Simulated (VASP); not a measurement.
# KBr in VASP: notebook

Aim: see how the results for KBr move with the level of theory and the settings. Levels: TPSS+TS, PBE0, r2SCAN0+D3(BJ). Tasks: relaxation of the atoms, single point.

Program: VASP 6.6.1. These are calculated values, not measurements. Logs are shortened: lines on timing, memory, paths and dates and some standing lists are left out, and cuts for length are marked.

## (1) Starting point

The cell holds a molecule in a box, 2 atoms: a = 12.000 Å, b = 10.000 Å, c = 11.000 Å, α = 90.00°, β = 90.00°, γ = 90.00°.

## (2) Relaxation of the atoms, TPSS+TS

Input file INCAR:

```
PREC = Accurate
ENCUT = 520
EDIFF = 1E-7
ISMEAR = 0
SIGMA = 0.01
LREAL = F
LASPH = T
NELM = 80
ALGO = Normal
ISIF = 2
LWAVE = F
LCHARG = F
METAGGA = TPSS
LMIXTAU = T
IVDW = 2
IBRION = 2
NSW = 40
EDIFFG = -0.02
```

Input file KPOINTS:

```
regular mesh
0
Gamma
  1 1 1
```

Input file POSCAR:

```
KBr
1.0
   12.0000000000      0.0000000000      0.0000000000
    0.0000000000     10.0000000000      0.0000000000
    0.0000000000      0.0000000000     11.0000000000
K Br
1 1
Cartesian
    7.2252500400      4.5914000000      6.1453499800
    4.8007500000      5.4506000000      4.9226500400
```

Potentials or basis: VASP PAW PBE potentials, release 64 (K_sv, Br).

The run is started by

```
cat potpaw_PBE.64/K_sv/POTCAR potpaw_PBE.64/Br/POTCAR > POTCAR
mpirun -np 1 vasp_gam > vasp.out
```

OUTCAR:

```text
PREC = Accurate
   ENCUT = 520
   EDIFF = 1E-7
   ISMEAR = 0
   LREAL = F
   LASPH = T
   NELM = 80
   ISIF = 2
   METAGGA = TPSS
   IVDW = 2
   IBRION = 2
   NSW = 40
   EDIFFG = -0.02
  IVDW =   2

 ion  position               nearest neighbor table
   1  0.602  0.459  0.559-   2 2.85
   2  0.400  0.545  0.448-   1 2.85

  LATTYP: Found a simple orthorhombic cell.
 ALAT       =    10.0000000000
 B/A-ratio  =     1.1000000000
 C/A-ratio  =     1.2000000000

  Lattice vectors:

 A1 = (   0.0000000000,  10.0000000000,   0.0000000000)
 A2 = (   0.0000000000,   0.0000000000,  11.0000000000)
 A3 = (  12.0000000000,   0.0000000000,   0.0000000000)

Analysis of symmetry for initial positions (statically):
=====================================================================
 Subroutine PRICEL returns:
 Original cell was already a primitive cell.

 Routine SETGRP: Setting up the symmetry group for a
 simple orthorhombic supercell.

 Subroutine GETGRP returns: Found  1 space group operations
 (whereof  1 operations were pure point group operations)
 out of a pool of  8 trial point group operations.

The static configuration has the point symmetry C_1 .

Analysis of symmetry for dynamics (positions and initial velocities):
=====================================================================
 Subroutine PRICEL returns:
 Original cell was already a primitive cell.

 Routine SETGRP: Setting up the symmetry group for a
 simple orthorhombic supercell.

 Subroutine GETGRP returns: Found  1 space group operations
 (whereof  1 operations were pure point group operations)
 out of a pool of  8 trial point group operations.

The dynamic configuration has the point symmetry C_1 .

 Subroutine INISYM returns: Found  1 space group operations
 (whereof  1 operations are pure point group operations),
 and found     1 'primitive' translations

----------------------------------------------------------------------------------------

                                     Primitive cell

  volume of cell :    1320.0000

  direct lattice vectors                    reciprocal lattice vectors
    12.000000000  0.000000000  0.000000000     0.083333333  0.000000000  0.000000000
     0.000000000 10.000000000  0.000000000     0.000000000  0.100000000  0.000000000
     0.000000000  0.000000000 11.000000000     0.000000000  0.000000000  0.090909091

  length of vectors
    12.000000000 10.000000000 11.000000000     0.083333333  0.100000000  0.090909091

  position of ions in fractional coordinates (direct lattice)
     0.602104170  0.459140000  0.558668180
     0.400062500  0.545060000  0.447513640

  ion indices of the primitive-cell ions
   primitive index   ion index
                 1           1
                 2           2

----------------------------------------------------------------------------------------

 KPOINTS: regular mesh

Automatic generation of k-mesh.
 Grid dimensions read from file:
 generate k-points for:    1    1    1

 Generating k-lattice:

  Cartesian coordinates                     Fractional coordinates (reciprocal lattice)
     0.083333333  0.000000000  0.000000000     1.000000000  0.000000000  0.000000000
     0.000000000  0.100000000  0.000000000     0.000000000  1.000000000  0.000000000
     0.000000000  0.000000000  0.090909091     0.000000000  0.000000000  1.000000000

  Length of vectors
     0.083333333  0.100000000  0.090909091

  Shift w.r.t. Gamma in fractional coordinates (k-lattice)
     0.000000000  0.000000000  0.000000000

 Subroutine IBZKPT returns following result:
 ===========================================

 Found      1 irreducible k-points:

 Following reciprocal coordinates:
            Coordinates               Weight
  0.000000  0.000000  0.000000      1.000000
   k-points           NKPTS =      1   k-points in BZ     NKDIM =      1   number of bands    NBANDS=     12
   number of dos      NEDOS =    301   number of ions     NIONS =      2
   total plane-waves  NPLWV = 604800
   dimension x,y,z NGX =    90 NGY =   80 NGZ =   84
   dimension x,y,z NGXF=   180 NGYF=  160 NGZF=  168
   ions per type =               1   1
   NGX,Y,Z   is equivalent  to a cutoff of  12.47, 13.30, 12.70 a.u.
   NGXF,Y,Z  is equivalent  to a cutoff of  24.94, 26.60, 25.39 a.u.
 SYSTEM =  unknown system
   PREC   = accura    normal or accurate (medium, high low for compatibility)
   ISTART =      0    job   : 0-new  1-cont  2-samecut
   ICHARG =      2    charge: 1-file 2-atom 10-const
   ISPIN  =      1    spin polarized calculation?
   LNONCOLLINEAR =      F non collinear calculations
   LSORBIT =      F    spin-orbit coupling
   LASPH  =      T    aspherical Exc in radial PAW
   ENCUT  =  520.0 eV  38.22 Ry    6.18 a.u.  22.31 18.59 20.45*2*pi/ulx,y,z
   NELM   =     80;   NELMIN=  2; NELMDL= -5     # of ELM steps
   EDIFF  = 0.1E-06   stopping-criterion for ELM
   LREAL  =      F    real-space projection
   EDIFFG = -.2E-01   stopping-criterion for IOM
   NSW    =     40    number of steps for IOM
   IBRION =      2    ionic relax: 0-MD 1-quasi-New 2-CG
   NFREE  =      1    steps in history (QN), initial steepest desc. (CG)
   ISIF   =      2    stress and relaxation
   ISYM   =      2    0-nonsym 1-usesym 2-fastsym
   POTIM  = 0.5000    time-step for ionic-motion
   TEBEG  =    0.0;   TEEND  =   0.0 temperature during run
   PSTRESS=    0.0 pullay stress
   NELECT =      16.0000    total number of electrons
   NUPDOWN=      -1.0000    fix difference up-down
   EMIN   =  10.00;   EMAX   =-10.00  energy-range for DOS
   EFERMI =   0.00;   METHOD = LEGACY
   ISMEAR =     0;   SIGMA  =   0.01  broadening in eV -4-tet -1-fermi 0-gaus
   EFERMI_NEDOS =   21; number of points for ismear=-14 and -15
   IALGO  =     38    algorithm
   IMIX   =      4    mixing-type and parameters
     AMIX     =   0.40;   BMIX     =  1.00
     AMIX_MAG =   1.60;   BMIX_MAG =  1.00
  volume/ion in A,a.u.               =     660.00      4453.90
  Fermi-wavevector in a.u.,A,eV,Ry     =   0.376060  0.710650  1.924149  0.141421
  Thomas-Fermi vector in A             =   1.307622
   LORBIT       =      0    0 simple, 1 ext, 2 COOP (PROOUT), +10 PAW based schemes
   METAGGA = TPSS    functional components
   LHFCALC =     F    Hartree Fock is set to
   AEXX    =    0.0000 exact exchange contribution
   IVDW    =     2    specifies the selected vdW correction
   LEPSILON=     F    determine dielectric tensor
   LRPA    =     F    only Hartree local field effects (RPA)
 conjugate gradient relaxation of ions
 non-spin polarized calculation
 Gauss-broadening in eV      SIGMA  =   0.01
  energy-cutoff  :      520.00
  volume of cell :     1320.00
 maximum number of plane-waves:     17809
 NGX is ok and might be reduce to    90
   NGX = 45   NGY = 37   NGZ = 41

--------------------------------------- Ionic step        1  -------------------------------------------

 number of electron      15.9999999 magnetization

 Free energy of the ion-electron system (eV)
  ---------------------------------------------------
  ext. energy  EPLUGINS =         0.00000000
  ---------------------------------------------------
  free energy    TOTEN  =       -19.38085802 eV

  energy without entropy =      -19.38085802  energy(sigma->0) =      -19.38085802

------------------------ aborting loop EDIFF was not reached (unconverged)  ----------------------------

  Tkatchenko/Scheffler method for vdW energy calculation

  Number of pair interactions contributing to vdW energy:    1174

  Edisp (eV):   -0.04142

  FORCE on cell =-STRESS in cart. coord.  units (eV):
  Direction    XX          YY          ZZ          XY          YZ          ZX
  --------------------------------------------------------------------------------------
  -------------------------------------------------------------------------------------
  Total       1.74530     1.76538     1.75752    -0.09199    -0.07205     0.15396
  in kB       2.11840     2.14277     2.13322    -0.11165    -0.08745     0.18687
  external pressure =        2.13 kB  Pullay stress =        0.00 kB

 VOLUME and BASIS-vectors are now :
 -----------------------------------------------------------------------------
  energy-cutoff  :      520.00
  volume of cell :     1320.00
      direct lattice vectors                 reciprocal lattice vectors
    12.000000000  0.000000000  0.000000000     0.083333333  0.000000000  0.000000000
     0.000000000 10.000000000  0.000000000     0.000000000  0.100000000  0.000000000
     0.000000000  0.000000000 11.000000000     0.000000000  0.000000000  0.090909091

 POSITION                                       TOTAL-FORCE (eV/Angst)
 -----------------------------------------------------------------------------------
      7.22525      4.59140      6.14535         0.133702     -0.064053      0.073497
      4.80075      5.45060      4.92265        -0.133702      0.064053     -0.073497
 -----------------------------------------------------------------------------------
    total drift:                               -0.013054     -0.005969     -0.008511
[... 111 lines left out ...]
 VOLUME and BASIS-vectors are now :
 -----------------------------------------------------------------------------
  energy-cutoff  :      520.00
  volume of cell :     1320.00
      direct lattice vectors                 reciprocal lattice vectors
    12.000000000  0.000000000  0.000000000     0.083333333  0.000000000  0.000000000
     0.000000000 10.000000000  0.000000000     0.000000000  0.100000000  0.000000000
     0.000000000  0.000000000 11.000000000     0.000000000  0.000000000  0.090909091

 POSITION                                       TOTAL-FORCE (eV/Angst)
 -----------------------------------------------------------------------------------
      7.24304      4.58288      6.15513        -0.037745     -0.001640     -0.011312
      4.78296      5.45912      4.91287         0.037745      0.001640      0.011312
 -----------------------------------------------------------------------------------
    total drift:                               -0.000217      0.000283      0.000000

  FREE ENERGIE OF THE ION-ELECTRON SYSTEM (eV)
  ---------------------------------------------------
  free  energy   TOTEN  =       -19.4127791698 eV

  energy  without entropy=      -19.4127791698  energy(sigma->0) =      -19.41277917

--------------------------------------- Ionic step        5  -------------------------------------------

 number of electron      16.0000001 magnetization

 Free energy of the ion-electron system (eV)
  ---------------------------------------------------
  ext. energy  EPLUGINS =         0.00000000
  ---------------------------------------------------
  free energy    TOTEN  =       -19.37023080 eV

  energy without entropy =      -19.37023080  energy(sigma->0) =      -19.37023080

 E-fermi :  -4.4527     XC(G=0):  -0.9370

 val. band max:       -4.5301646476   @ k =   0.0000   0.0000   0.0000
 cond. band min:      -1.4599637534   @ k =   0.0000   0.0000   0.0000
 fundamental gap:      3.0702008942
 Fermi energy:        -4.4527356589

 k-point     1 :       0.0000    0.0000    0.0000
  band No.  band energies     occupation
      1     -35.8717      2.00000
      2     -19.0190      2.00000
      3     -19.0179      2.00000
      4     -18.9572      2.00000
      5     -16.4474      2.00000
      6      -4.8219      2.00000
      7      -4.5340      2.00000
      8      -4.5302      2.00000
      9      -1.4600      0.00000
     10       0.1839      0.00000
     11       0.2560      0.00000
     12       0.3044      0.00000

------------------------ aborting loop because EDIFF is reached ----------------------------------------

  Hirshfeld charges:
            ion         q(e)
   ------------------------------
      1     K        0.61477863
      2     Br      -0.61477863

  Tkatchenko/Scheffler method for vdW energy calculation

  Number of pair interactions contributing to vdW energy:    1174

  Edisp (eV):   -0.04285

  FORCE on cell =-STRESS in cart. coord.  units (eV):
  Direction    XX          YY          ZZ          XY          YZ          ZX
  --------------------------------------------------------------------------------------
  -------------------------------------------------------------------------------------
  Total      -0.30618     0.05624    -0.02526    -0.04424    -0.02489     0.03918
  in kB      -0.37163     0.06826    -0.03066    -0.05370    -0.03021     0.04756
  external pressure =       -0.11 kB  Pullay stress =        0.00 kB

 VOLUME and BASIS-vectors are now :
 -----------------------------------------------------------------------------
  energy-cutoff  :      520.00
  volume of cell :     1320.00
      direct lattice vectors                 reciprocal lattice vectors
    12.000000000  0.000000000  0.000000000     0.083333333  0.000000000  0.000000000
     0.000000000 10.000000000  0.000000000     0.000000000  0.100000000  0.000000000
     0.000000000  0.000000000 11.000000000     0.000000000  0.000000000  0.090909091

 POSITION                                       TOTAL-FORCE (eV/Angst)
 -----------------------------------------------------------------------------------
      7.23885      4.58489      6.15283        -0.008337     -0.012084      0.003528
      4.78715      5.45711      4.91517         0.008337      0.012084     -0.003528
 -----------------------------------------------------------------------------------
    total drift:                               -0.000195      0.000352     -0.000044

  FREE ENERGIE OF THE ION-ELECTRON SYSTEM (eV)
  ---------------------------------------------------
  free  energy   TOTEN  =       -19.4130840014 eV

  energy  without entropy=      -19.4130840014  energy(sigma->0) =      -19.41308400

 reached required accuracy - stopping structural energy minimisation
```

It took 37 min on 1 thread of Intel Xeon Platinum 8259CL at 2.50GHz (Skylake/Cascade Lake), shared host; peak memory 1.4 GiB.

What came out:

* Free energy: -19.4131 eV
* Energy gained by relaxing: -4.6 meV/atom
* Ionic steps: 5
* Largest force after relaxing: 0.015 eV/Å
* Gap between the frontier levels: 3.07 eV
* Hirshfeld charges: K +0.61; Br -0.61 e
* Dispersion energy per atom: -0.021 eV

Forces in eV/Å, atoms in the order of the input:
```
K   -0.008 -0.012  0.004
Br   0.008  0.012 -0.004
```

The path:
```csv
step,energy change (eV),largest force (eV/Å),pressure (GPa)
1,0.0000,0.1655,0.21
2,0.0095,0.0618,0.00
3,0.0092,0.0307,-0.01
4,0.0095,0.0394,-0.02
5,0.0092,0.0151,-0.01
```

Final structure:
```xyz
2
Lattice="12.0000 0.0000 0.0000 0.0000 10.0000 0.0000 0.0000 0.0000 11.0000" Properties=species:S:1:pos:R:3 pbc="T T T"
K     7.2388    4.5849    6.1528
Br    4.7872    5.4571    4.9152
```

Caveat: the PAW data sets were made with another functional, which shifts forces and pressure a little.

## (3) Single point, PBE0

POSCAR is that of step 2.

Input file INCAR.step1:

```
  ALGO = Normal
  EDIFF = 1E-5
  ENCUT = 520
  GGA = PE
  ISIF = 2
  ISMEAR = 0
  LASPH = True
  LREAL = False
  LWAVE = True
  NELM = 60
  PREC = Accurate
  SIGMA = 0.01
```

Input file INCAR.step2:

```
  AEXX = 0.25
  ALGO = Normal
  EDIFF = 1E-6
  ENCUT = 520
  GGA = PE
  ISIF = 2
  ISMEAR = 0
  ISTART = 1
  LASPH = True
  LCHARG = True
  LELF = True
  LHFCALC = True
  LREAL = False
  LVACPOTAV = True
  LVHAR = True
  LWAVE = False
  NELM = 60
  PREC = Accurate
  PRECFOCK = Fast
  SIGMA = 0.01
```

Input file KPOINTS:

```
k-points
0
Gamma
  1 1 1
```

Potentials or basis: VASP PAW PBE potentials, release 64 (K_sv, Br).

The run is started by

```
cat potpaw_PBE.64/K_sv/POTCAR potpaw_PBE.64/Br/POTCAR > POTCAR
cp INCAR.step1 INCAR
mpirun -np 1 vasp_gam > vasp.out
cp INCAR.step2 INCAR
mpirun -np 1 vasp_gam > vasp.out
```

Run time: 2.5 min. Hardware: 1 thread of Intel Xeon Platinum 8259CL at 2.50GHz (Skylake/Cascade Lake), shared host; peak memory 1 GiB.

Results (log left out):

```yaml
Free_energy: -5.8922 eV
Largest_force: 0.035 eV/Å
Gap_between_the_frontier_levels: 4.57 eV
```

Forces on the atoms (eV/Å):
```
K   -0.034 -0.003 -0.009
Br   0.034  0.003  0.009
```

Levels at points of the mesh, in eV from the valence-band top:
```
           k point  band 6  band 7  band 8  band 9  band 10  band 11
(0.00, 0.00, 0.00)   -0.28    0.00    0.00    4.57     6.10     6.19
```

Caveat: the PAW data sets were made with another functional, which shifts forces and pressure a little.

## (4) Single point, r2SCAN0+D3(BJ)

POSCAR is that of step 3.

Input file INCAR.step1:

```
SYSTEM = KBr
PREC = Accurate
ENCUT = 520
EDIFF = 1E-5
ISMEAR = 0
SIGMA = 0.01
LREAL = .False.
LASPH = .True.
NELM = 100
ALGO = Normal
ISIF = 2
LWAVE = .True.
LCHARG = .False.
NBANDS = 15
GGA = PE
```

Input file INCAR.step2:

```
SYSTEM = KBr
PREC = Accurate
ENCUT = 520
EDIFF = 1E-7
ISMEAR = 0
SIGMA = 0.01
LREAL = .False.
LASPH = .True.
NELM = 100
ALGO = Normal
ISIF = 2
LWAVE = .False.
LCHARG = .False.
METAGGA = R2SCAN
LHFCALC = .True.
AEXX = 0.25
LMIXTAU = .True.
PRECFOCK = Fast
IVDW = 12
VDW_S6 = 1.0
VDW_S8 = 1.1846
VDW_A1 = 0.4534
VDW_A2 = 5.8972
NBANDS = 15
ISTART = 1
```

Input file KPOINTS:

```
Automatic mesh
0
Gamma
  1 1 1
  0 0 0
```

The run is started by

```
cat potpaw_PBE.64/K_sv/POTCAR potpaw_PBE.64/Br/POTCAR > POTCAR
cp INCAR.step1 INCAR
mpirun -np 1 vasp_gam > vasp.out
cp INCAR.step2 INCAR
mpirun -np 1 vasp_gam > vasp.out
```

Wall time 14 min (1 thread of Intel Xeon Platinum 8259CL at 2.50GHz (Skylake/Cascade Lake), shared host); peak memory 1.2 GiB.

Results (log left out):

```
Free energy                     : -18.5983 eV
Largest force                   : 0.018 eV/Å
Gap between the frontier levels : 5.21 eV
Dispersion energy per atom      : -0.006 eV
```

Forces on the atoms (eV/Å):
```
K   -0.014 -0.010  0.001
Br   0.014  0.010 -0.001
```

Levels at points of the mesh, in eV from the valence-band top:
```tsv
k point	band 6	band 7	band 8	band 9	band 10	band 11
(0.00, 0.00, 0.00)	-0.26	0.00	0.00	5.21	6.61	6.63
```

Caveat: the PAW data sets were made with another functional, which shifts forces and pressure a little.

## (5) The reference run

An earlier run on the cell as given: functional PBE; potentials or basis VASP PAW PBE potentials, release 64 (K_sv, Br); cutoff 520 eV; k mesh 1 × 1 × 1; occupations gaussian, width 0.01 eV; no spin polarisation.

- Largest force: 0.032 eV/Å
- Gap between the frontier levels: 2.95 eV

## (6) The runs side by side

| task | level | cell | grid for exact exchange (PRECFOCK) | exchange at q = 0 | gap on the mesh (eV) | largest force (eV/Å) |
| --- | --- | --- | --- | --- | --- | --- |
| relaxation of the atoms | TPSS+TS | atoms relaxed | - | - | 3.07 | 0.02 |
| single point | PBE0 | as given | Fast | default | 4.57 | 0.04 |
| single point | r2SCAN0+D3(BJ) | as given | Fast | default | 5.21 | 0.02 |
| single point | PBE | as given | - | - | 2.95 | 0.03 |

Alike in all rows: potentials or basis VASP PAW PBE potentials, release 64 (K_sv, Br); no spin polarisation; k mesh 1 × 1 × 1; cutoff (eV) 520; smearing gaussian 0.01 eV.

On the cell as given the gap runs from 2.95 eV (PBE) to 5.21 eV (r2SCAN0+D3(BJ)).

Caveats: the PAW data sets were made with another functional, which shifts forces and pressure a little (some runs).

Absolute energies hang on the potentials; compare differences alone.
